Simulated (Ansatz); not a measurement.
# Sb: relaxation of cell and atoms with PBE+D4

The system is Sb.

```
Sb
1.0
    -1.87134    1.87134    1.87134
     1.87134   -1.87134    1.87134
     1.87134    1.87134   -1.87134
Sb
1
Direct
  0.00000 0.00000 0.00000
```

This isn't the form of Sb at room conditions, which is rhombohedral.

```
Program             : Ansatz 0.2.0
Task                : relaxation of cell and atoms
Functional          : PBE
Dispersion          : D4
Potentials or basis : Ansatz PAW
Cutoff              : 420 eV (not typed: the program's choice for these potentials)
k mesh              : 10 × 10 × 10
Occupations         : fermi-dirac, width 0.05 eV
Spin                : no spin polarisation
```

```yaml
Energy_gained_by_relaxing: 0.0 meV/atom
Ionic_steps: 2
Pressure_after_relaxing: 0.0 GPa
Band_gap_on_the_k_mesh: none (metal or under the smearing width)
```

Final structure:
```
Sb
1.0
    -1.87134    1.87134    1.87134
     1.87134   -1.87134    1.87134
     1.87134    1.87134   -1.87134
Sb
1
Direct
  0.00000 0.00000 0.00000
```

Levels at points of the mesh, in eV from the Fermi level:
| k point | band 5 | band 6 | band 7 | band 8 | band 9 | band 10 | band 11 | band 12 |
| --- | --- | --- | --- | --- | --- | --- | --- | --- |
| (0.00, 0.00, 0.00) | -29.18 | -13.05 | 5.71 | 5.71 | 5.71 | 11.39 | 11.39 | 11.39 |
| (0.00, 0.00, -0.50) | -29.12 | -8.83 | -5.74 | 1.76 | 3.84 | 6.62 | 7.15 | 13.83 |
| (-0.50, -0.50, -0.50) | -29.14 | -5.46 | -2.04 | -2.04 | -2.04 | 2.94 | 2.94 | 17.31 |

Run time: 1.2 s on 2 threads of Arm Neoverse V2, on a shared host, peak memory 0.28 GiB.

Caveat: the plane-wave basis is chosen anew once the cell has moved, so the energies of steps on either side of that aren't comparable; pairwise dispersion overbinds metals, which lowers pressure and volume. The run has no spin-orbit coupling, so splittings on Sb are missing.
